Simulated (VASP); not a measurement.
**GaAs (F-43m) under biaxial strain in the (001) plane**

Wanted: the response of GaAs to biaxial strain in the (001) plane, as a table, with a fit that predicts a row left out.

Main program and level: VASP 6.6.1; LDA; plane waves and PAW (Ga_d, As), in the first sound run; inputs show where later runs differ.

## (1) Starting point

The structure is cubic, space group F-43m (No. 216). Conventional cell: a = 5.653 Å, b = 5.653 Å, c = 5.653 Å, α = 90.00°, β = 90.00°, γ = 90.00°. Ga has 4 As at 2.45 Å nearest. Nearest to As lie 4 Ga at 2.45 Å. Farther neighbours are not listed.

Structure file:

```cif
data_structure
_symmetry_space_group_name_H-M 'F-43m'
_symmetry_Int_Tables_number 216
_cell_length_a 5.6530
_cell_length_b 5.6530
_cell_length_c 5.6530
_cell_angle_alpha 90.000
_cell_angle_beta 90.000
_cell_angle_gamma 90.000
_cell_volume 180.65
loop_
_atom_site_label
_atom_site_type_symbol
_atom_site_symmetry_multiplicity
_atom_site_Wyckoff_symbol
_atom_site_fract_x
_atom_site_fract_y
_atom_site_fract_z
_atom_site_occupancy
Ga1 Ga 4 a 0.00000 0.00000 0.00000 1
As1 As 4 d 0.25000 0.25000 0.75000 1
```

## (2) Relax the crystal, LDA

The series starts from the cell that this level prefers, so that zero strain is near zero stress.

This step took 2 runs in a row; the last is shown.

Level: LDA; plane waves and PAW (Ga_d, As).

File INCAR:

```
SYSTEM = GaAs
PREC = Accurate
ENCUT = 450
EDIFF = 1E-07
NELM = 120
ISMEAR = 0
SIGMA = 0.02
LREAL = .FALSE.
ALGO = Normal
GGA = CA
NBANDS = 15
LORBIT = 11
LWAVE = .FALSE.
LCHARG = .FALSE.
KPAR = 16
IBRION = 2
NSW = 40
ISIF = 3
EDIFFG = -0.005
POTIM = 0.4
```

File POSCAR:

```
GaAs
1.0
    0.0000000000      2.8045104135      2.8045104135
    2.8045104135      0.0000000000      2.8045104135
    2.8045104135      2.8045104135      0.0000000000
Ga As
1 1
Direct
    0.0000000000      0.0000000000      0.0000000000
    0.2500000000      0.2500000000      0.2500000000
```

File KPOINTS:

```
Automatic mesh
0
Gamma
9 9 9
0 0 0
```

The projector-augmented-wave data sets are Ga_d and As (LDA family, release 64).

Run with:

```console
> mpirun -np 16 vasp_std
```

What it wrote:

```text
[banner, memory and clock lines left out]
running   16 mpi-ranks, on    1 nodes
[...]
|                                                                             |
|           W    W    AA    RRRRR   N    N  II  N    N   GGGG   !!!           |
|           W    W   A  A   R    R  NN   N  II  NN   N  G    G  !!!           |
|           W    W  A    A  R    R  N N  N  II  N N  N  G       !!!           |
|           W WW W  AAAAAA  RRRRR   N  N N  II  N  N N  G  GGG   !            |
|           WW  WW  A    A  R   R   N   NN  II  N   NN  G    G                |
|           W    W  A    A  R    R  N    N  II  N    N   GGGG   !!!           |
|                                                                             |
|     For optimal performance we recommend to set                             |
|       NCORE = 2 up to number-of-cores-per-socket                            |
|     NCORE specifies how many cores store one orbital (NPAR=cpu/NCORE).      |
|     This setting can greatly improve the performance of VASP for DFT.       |
[...]
|     Unfortunately you need to use the default for GW and RPA                |
|     calculations (for HF NCORE is supported but not extensively tested      |
|     yet).                                                                   |
|                                                                             |

 LDA part: xc-table for (Slater(with rela. corr.)+CA(PZ))
 , standard interpolation
 POSCAR, INCAR and KPOINTS ok, starting setup
[...]
entering main loop
       N       E                     dE             d eps       ncg     rms          rms(c)
DAV:   1     0.761070724722E+02    0.76107E+02   -0.84383E+03  1082   0.154E+03
DAV:   2    -0.376930621025E+01   -0.79876E+02   -0.76840E+02  1190   0.295E+02
DAV:   3    -0.977836291825E+01   -0.60091E+01   -0.59869E+01  1260   0.662E+01
DAV:   4    -0.987247978688E+01   -0.94117E-01   -0.94097E-01  1279   0.920E+00
[...]
DAV:  11    -0.963942028536E+01   -0.48185E-05   -0.65580E-06  1218   0.396E-02    0.241E-03
DAV:  12    -0.963942017737E+01    0.10799E-06   -0.45001E-07  1295   0.954E-03    0.191E-03
DAV:  13    -0.963942017815E+01   -0.78398E-09   -0.67320E-08   875   0.215E-03
   1 F= -.96394202E+01 E0= -.96394202E+01  d E =-.963942E+01
[...]
reached required accuracy - stopping structural energy minimisation
```

The job ended after 7.4 s (16 MPI ranks of AMD EPYC 7R13 (Zen 3), shared host; peak memory 2.2 GiB).

Lines that name or quote the potential files are left out of all logs, and their timing lines are given in words.

OUTCAR, selected parts (step 2):

```text
  Total       -0.0019192     -0.0019192     -0.0019192      0.0000000      0.0000000      0.0000000
  in kB       -0.0697011     -0.0697011     -0.0697011      0.0000000      0.0000000      0.0000000
  external PRESSURE =      -0.0697011 kB  Pullay stress =       0.0000000 kB

 POSITION                                       TOTAL-FORCE (eV/Angst)
 -----------------------------------------------------------------------------------
      0.00000      0.00000      0.00000         0.000000      0.000000      0.000000
      1.40226      1.40226      1.40226        -0.000000     -0.000000     -0.000000
 -----------------------------------------------------------------------------------
    total drift:                                0.000001      0.000001      0.000001

  FREE ENERGIE OF THE ION-ELECTRON SYSTEM (eV)
  ---------------------------------------------------
  free  energy   TOTEN  =        -9.6394201782 eV

  energy  without entropy=       -9.6394201782  energy(sigma->0) =       -9.63942018

 reached required accuracy - stopping structural energy minimisation

[... 3 further parts left out ...]
[key lines of the parts left out:]
E-fermi :   4.1426
```

Read from the output:

| Quantity | Value |
| --- | --- |
| energy(sigma→0) of the program | -9.6394 eV |
| stress, compression positive | xx, yy, zz -0.01, -0.01, -0.01 GPa |
| volume | 44.117 Å³ |
| ionic steps | 1 |

## (3) Strain along the normal, LDA

One member in full: the plane is strained by -2 %, and the strain along the normal is moved by secant steps until the normal stress is under 0.012 GPa or five steps are spent; the atoms relax at each step.

This step took 3 runs, each at a new trial strain with the atoms of the one before; the last is shown.

Level: LDA; plane waves and PAW (Ga_d, As); cell typed or built by script.

INCAR, as its differences from that of step 2:

```diff
@@ -14,7 +14,7 @@
 LCHARG = .FALSE.
-KPAR = 16
-IBRION = 2
-NSW = 40
-ISIF = 3
-EDIFFG = -0.005
-POTIM = 0.4
+KPAR = 4
+IBRION = 1
+NSW = 25
+ISIF = 2
+EDIFFG = -0.004
+POTIM = 0.3
```

File POSCAR:

```
GaAs
1.0
    0.0000000000      2.7484202050      2.8548458300
    2.7484202050      0.0000000000      2.8548458300
    2.7484202050      2.7484202050      0.0000000000
Ga As
1 1
Direct
    0.0000000000      0.0000000000      0.0000000000
    0.2500000000      0.2500000000      0.2500000000
```

KPOINTS is that of step 2.

Run with:

```console
> mpirun -np 4 vasp_std
```

What it wrote:

```text
[banner, memory and clock lines left out]
running    4 mpi-ranks, on    1 nodes
[...]
LDA part: xc-table for (Slater(with rela. corr.)+CA(PZ))
 , standard interpolation
 POSCAR, INCAR and KPOINTS ok, starting setup
[...]
entering main loop
       N       E                     dE             d eps       ncg     rms          rms(c)
DAV:   1     0.777809170630E+02    0.77781E+02   -0.84423E+03  2298   0.154E+03
DAV:   2    -0.388914762134E+01   -0.81670E+02   -0.78262E+02  2523   0.300E+02
DAV:   3    -0.978227900471E+01   -0.58931E+01   -0.58659E+01  2810   0.666E+01
DAV:   4    -0.986668315085E+01   -0.84404E-01   -0.84393E-01  2761   0.889E+00
[...]
DAV:  11    -0.962488944648E+01   -0.46449E-05   -0.67079E-06  2663   0.400E-02    0.264E-03
DAV:  12    -0.962488932947E+01    0.11701E-06   -0.47081E-07  2775   0.994E-03    0.205E-03
DAV:  13    -0.962488932950E+01   -0.31832E-10   -0.67204E-08  1923   0.221E-03
   1 F= -.96248893E+01 E0= -.96248893E+01  d E =-.962489E+01
 BRION: g(F)=  0.476E-47 g(S)=  0.000E+00
 reached required accuracy - stopping structural energy minimisation
```

Wall time 26 s (4 MPI ranks); peak memory 0.54 GiB.

OUTCAR, selected parts (step 3):

```text
  Total        0.7041258      0.7041258     -0.0000635      0.0000000     -0.0000000      0.0000000
  in kB       26.1566383     26.1566383     -0.0023595      0.0000000     -0.0000000      0.0000000
  external PRESSURE =      17.4369724 kB  Pullay stress =       0.0000000 kB

 POSITION                                       TOTAL-FORCE (eV/Angst)
 -----------------------------------------------------------------------------------
      0.00000      0.00000      0.00000         0.000000      0.000000      0.000000
      1.37421      1.37421      1.42742        -0.000000     -0.000000     -0.000000
 -----------------------------------------------------------------------------------
    total drift:                                0.000001      0.000001      0.000002

  FREE ENERGIE OF THE ION-ELECTRON SYSTEM (eV)
  ---------------------------------------------------
  free  energy   TOTEN  =        -9.6248893295 eV

  energy  without entropy=       -9.6248893295  energy(sigma->0) =       -9.62488933

[... 1 part as in an earlier step ...]

[... 3 further parts left out ...]
[key lines of the parts left out:]
E-fermi :   4.4877
```

This run gave:

- energy(sigma→0) of the program: -9.6249 eV
- stress, compression positive: xx, yy, zz 2.62, 2.62, 0.00 GPa
- ionic steps: 1

## (4) Band edges, HSE06

Short lines in KPOINTS_OPT sample the zone centre along and across the normal of the plane, for masses, and the other valleys.

Level: HSE06; plane waves and PAW (Ga_d, As); cell typed or built by script.

File INCAR:

```
SYSTEM = GaAs
PREC = Accurate
ENCUT = 450
EDIFF = 1E-06
NELM = 100
ISMEAR = 0
SIGMA = 0.02
LREAL = .FALSE.
ALGO = Normal
LHFCALC = .TRUE.
AEXX = 0.25
GGA = PE
HFSCREEN = 0.2
LASPH = .TRUE.
NBANDS = 14
PRECFOCK = Fast
LWAVE = .FALSE.
LCHARG = .FALSE.
KPAR = 4
```

POSCAR is that of step 3.

File KPOINTS:

```
Automatic mesh
0
Gamma
5 5 5
0 0 0
```

File KPOINTS_OPT:

```
Line mode
6
Line-mode
Reciprocal
  0.00000000   0.00000000   0.00000000
  0.02271814   0.02271814   0.00000000

  0.00000000   0.00000000   0.00000000
  0.00000000  -0.02187123  -0.02187123

  0.31000000   0.31000000   0.00000000
  0.50000000   0.50000000   0.00000000

  0.00000000   0.31000000   0.31000000
  0.00000000   0.50000000   0.50000000

  0.45000000   0.45000000   0.45000000
  0.50000000   0.50000000   0.50000000

  0.45000000   0.00000000   0.00000000
  0.50000000   0.00000000   0.00000000

  0.42500000   0.42500000   0.00000000
  0.42500000   0.44687123   0.02187123

  0.50000000   0.50000000   0.50000000
  0.48453470   0.51546530   0.50000000
```

Run with:

```console
> mpirun -np 4 vasp_std
```

What it wrote:

```text
[banner, memory and clock lines left out]
running    4 mpi-ranks, on    1 nodes
[...]
|                                                                             |
|               ----> ADVICE to this user running VASP <----                  |
|                                                                             |
|     You enforced a specific xc type in the INCAR file but a different       |
|     [... a line on the potential file left out ...]
|     I HOPE YOU KNOW WHAT YOU ARE DOING!                                     |
|                                                                             |

 LDA part: xc-table for (Slater+PW92), standard interpolation
 found WAVECAR, reading the header
 POSCAR, INCAR and KPOINTS ok, starting setup
[...]
reading WAVECAR
 the WAVECAR file was read successfully
 initial charge from wavefunction
 entering main loop
       N       E                     dE             d eps       ncg     rms          rms(c)
DAV:   1    -0.982148464910E+01   -0.98215E+01   -0.13251E+00   746   0.232E+01    0.249E+00
DAV:   2    -0.981377682050E+01    0.77078E-02   -0.78233E-02   644   0.472E+00    0.179E+00
DAV:   3    -0.980996343671E+01    0.38134E-02   -0.10539E-02   696   0.190E+00    0.106E+00
DAV:   4    -0.980913806997E+01    0.82537E-03   -0.16162E-03   644   0.465E-01    0.584E-01
[...]
DAV:   8    -0.980882097587E+01    0.65505E-05   -0.29679E-06   594   0.146E-02    0.568E-02
DAV:   9    -0.980881893337E+01    0.20425E-05   -0.10969E-06   462   0.776E-03    0.309E-02
DAV:  10    -0.980881853069E+01    0.40268E-06   -0.48613E-07   336   0.533E-03
   1 F= -.98088185E+01 E0= -.98088185E+01  d E =-.303454E-32
 Start KPOINTS_OPT (optional k-point list driver)
k-point batch [1-18\48]
       N       E                     dE             ncg
DAV:   1    -0.471103640134E+03   -0.41144E+04      512
DAV:   2    -0.229262166364E+04   -0.18215E+04      528
DAV:   3    -0.245261666937E+04   -0.16000E+03      636
DAV:   4    -0.245829715072E+04   -0.56805E+01      556
DAV:   5    -0.245836475317E+04   -0.67602E-01      618
DAV:   6    -0.245836651083E+04   -0.17577E-02      708
DAV:   7    -0.245836653709E+04   -0.26257E-04      556
DAV:   8    -0.245836653747E+04   -0.38355E-06      476
[...]
k-point batch [37-48\48]
       N       E                     dE             ncg
DAV:   1     0.261541815588E+04   -0.70750E+04      336
DAV:   2     0.145140293003E+04   -0.11640E+04      366
DAV:   3     0.135731866584E+04   -0.94084E+02      432
DAV:   4     0.135520712480E+04   -0.21115E+01      428
DAV:   5     0.135518180861E+04   -0.25316E-01      446
DAV:   6     0.135518119972E+04   -0.60889E-03      488
DAV:   7     0.135518118648E+04   -0.13235E-04      368
DAV:   8     0.135518118601E+04   -0.47833E-06      338
```

Wall time 17 min (4 MPI ranks); peak memory 0.99 GiB; 65 min of CPU time.

OUTCAR, selected parts (step 4):

```text
  LATTYP: Found a body centered tetragonal cell.
 ALAT       =     3.8868531290
 C/A-ratio  =     1.4689754077

 Subroutine GETGRP returns: Found  8 space group operations
 (whereof  8 operations were pure point group operations)

The static configuration has the point symmetry D_2d.

 Found     18 irreducible k-points:

   k-points           NKPTS =     18   k-points in BZ     NKDIM =    125   number of bands    NBANDS=     14

   dimension x,y,z NGX =    28 NGY =   28 NGZ =   28
   dimension x,y,z NGXF=    56 NGYF=   56 NGZF=   56

   ENCUT  =  450.0 eV  33.07 Ry    5.75 a.u.   6.85  6.85  6.72*2*pi/ulx,y,z

   NELECT =      18.0000    total number of electrons

  exchange ACFDT corr.  =         0.00000000  see jH, gK, PRB 81, 115126

 E-fermi :   4.3540

 k-point     1 :       0.0000    0.0000    0.0000
  band No.  band energies     occupation
    ...
      5     -13.3535      2.00000
      6     -10.2112      2.00000
      7       3.9390      2.00000
      8       4.1912      2.00000
      9       4.1912      2.00000
     10       5.9295      0.00000
     11       8.6721      0.00000
     12       8.6721      0.00000
     13       8.7726      0.00000
     14      12.8818      0.00000

 k-point     2 :       0.2000   -0.0000    0.0000
  band No.  band energies     occupation
    ...
      5     -13.3531      2.00000
      6      -9.6914      2.00000
      7       0.6027      2.00000
      8       3.4226      2.00000
      9       3.6675      2.00000
     10       6.7259      0.00000
     11       9.4384      0.00000
     12       9.4879      0.00000
     13      10.4398      0.00000
     14      13.8098      0.00000

 POSITION                                       TOTAL-FORCE (eV/Angst)
 -----------------------------------------------------------------------------------
      0.00000      0.00000      0.00000        -0.000000     -0.000000      0.000000
      1.37421      1.37421      1.42742         0.000000      0.000000      0.000000
 -----------------------------------------------------------------------------------
    total drift:                                0.000002      0.000001     -0.000003

  FREE ENERGIE OF THE ION-ELECTRON SYSTEM (eV)
  ---------------------------------------------------
  free  energy   TOTEN  =        -9.8088185307 eV

  energy  without entropy=       -9.8088185307  energy(sigma->0) =       -9.80881853

[... 1 part as in an earlier step ...]

[... 7 further parts left out ...]
```

This run gave:

| Item | Value |
| --- | --- |
| energy(sigma→0) of the program | -9.8088 eV |

## (5) Band edges, LDA

Short lines in KPOINTS_OPT sample the zone centre along and across the normal of the plane, for masses, and the other valleys.

Level: LDA; plane waves and PAW (Ga_d, As); cell typed or built by script.

File INCAR:

```
SYSTEM = GaAs
PREC = Accurate
ENCUT = 450
EDIFF = 1E-06
NELM = 100
ISMEAR = 0
SIGMA = 0.02
LREAL = .FALSE.
ALGO = Normal
GGA = CA
NBANDS = 14
LWAVE = .FALSE.
LCHARG = .FALSE.
KPAR = 4
```

POSCAR is that of step 4.

File KPOINTS:

```
Automatic mesh
0
Gamma
7 7 7
0 0 0
```

KPOINTS_OPT is that of step 4.

Run with:

```console
> mpirun -np 4 vasp_std
```

What it wrote:

```text
[... set-up lines as in an earlier step ...]
 entering main loop
       N       E                     dE             d eps       ncg     rms          rms(c)
DAV:   1     0.742556979453E+02    0.74256E+02   -0.85768E+03  1120   0.164E+03
DAV:   2    -0.427377632477E+01   -0.78529E+02   -0.75573E+02  1252   0.293E+02
DAV:   3    -0.977373943078E+01   -0.55000E+01   -0.54778E+01  1402   0.673E+01
DAV:   4    -0.985989597967E+01   -0.86157E-01   -0.86032E-01  1372   0.934E+00
[...]
DAV:  10    -0.961566410986E+01   -0.37563E-05   -0.43162E-05  1680   0.792E-02    0.225E-02
DAV:  11    -0.961566884466E+01   -0.47348E-05   -0.66232E-06  1300   0.407E-02    0.248E-03
DAV:  12    -0.961566873043E+01    0.11423E-06   -0.38878E-07   788   0.933E-03
   1 F= -.96156687E+01 E0= -.96156687E+01  d E =-.680895E-17
 Start KPOINTS_OPT (optional k-point list driver)
k-point batch [1-40\48]
       N       E                     dE             ncg
DAV:   1    -0.937628426280E+03   -0.17351E+05     1134
DAV:   2    -0.420195339783E+04   -0.32643E+04     1200
DAV:   3    -0.445790616295E+04   -0.25595E+03     1462
DAV:   4    -0.446234784086E+04   -0.44417E+01     1244
DAV:   5    -0.446241624652E+04   -0.68406E-01     1408
DAV:   6    -0.446241908541E+04   -0.28389E-02     1510
DAV:   7    -0.446241911481E+04   -0.29392E-04     1328
DAV:   8    -0.446241911634E+04   -0.15353E-05      908
DAV:   9    -0.446241911648E+04   -0.14329E-06      938
k-point batch [41-48\48]
       N       E                     dE             ncg
DAV:   1     0.154387176737E+05   -0.47842E+04      224
DAV:   2     0.147559242007E+05   -0.68279E+03      236
DAV:   3     0.147041263470E+05   -0.51798E+02      296
DAV:   4     0.147033187754E+05   -0.80757E+00      260
DAV:   5     0.147033080466E+05   -0.10729E-01      272
DAV:   6     0.147033076719E+05   -0.37470E-03      340
DAV:   7     0.147033076704E+05   -0.15071E-05      250
DAV:   8     0.147033076704E+05   -0.58371E-07      202
```

Run time: 24 s. Hardware: 4 MPI ranks; peak memory 0.52 GiB; 84 s of CPU time.

From OUTCAR (step 5):

```text
  Total        0.6992491      0.6992491     -0.0100001      0.0000000      0.0000000      0.0000000
  in kB       25.9754807     25.9754807     -0.3714801      0.0000000      0.0000000      0.0000000
  external PRESSURE =      17.1931604 kB  Pullay stress =       0.0000000 kB

 POSITION                                       TOTAL-FORCE (eV/Angst)
 -----------------------------------------------------------------------------------
      0.00000      0.00000      0.00000        -0.000000     -0.000000     -0.000000
      1.37421      1.37421      1.42742         0.000000      0.000000      0.000000
 -----------------------------------------------------------------------------------
    total drift:                                0.000001      0.000001      0.000002

  FREE ENERGIE OF THE ION-ELECTRON SYSTEM (eV)
  ---------------------------------------------------
  free  energy   TOTEN  =        -9.6156687304 eV

  energy  without entropy=       -9.6156687304  energy(sigma->0) =       -9.61566873

[... 1 part as in an earlier step ...]

[... 2 further parts left out ...]
[key lines of the parts left out:]
E-fermi :   4.4487
```

Read from the output:

| Item | Value |
| --- | --- |
| energy(sigma→0) of the program | -9.6157 eV |
| stress, compression positive | xx, yy, zz 2.60, 2.60, -0.04 GPa |

The run ends at a pressure of 1.72 GPa.

[end of part 1 of 2]

[Lines on the potential files, build, host, timing and source positions are cut from VASP's logs without a mark.]

[Logs are printed without paths, hosts, clocks, repeated set-up lines and the standing remarks that a program may print on its own settings, such as how far it seeks lower states.]

[Hosts, paths, dates, database ids (printed as entryN), source tags and the programs' standing remarks are cut or masked in the printed files.]

[In band tables of VASP the shares of atoms and orbitals are scaled to a sum of 1 inside the atoms' spheres.]
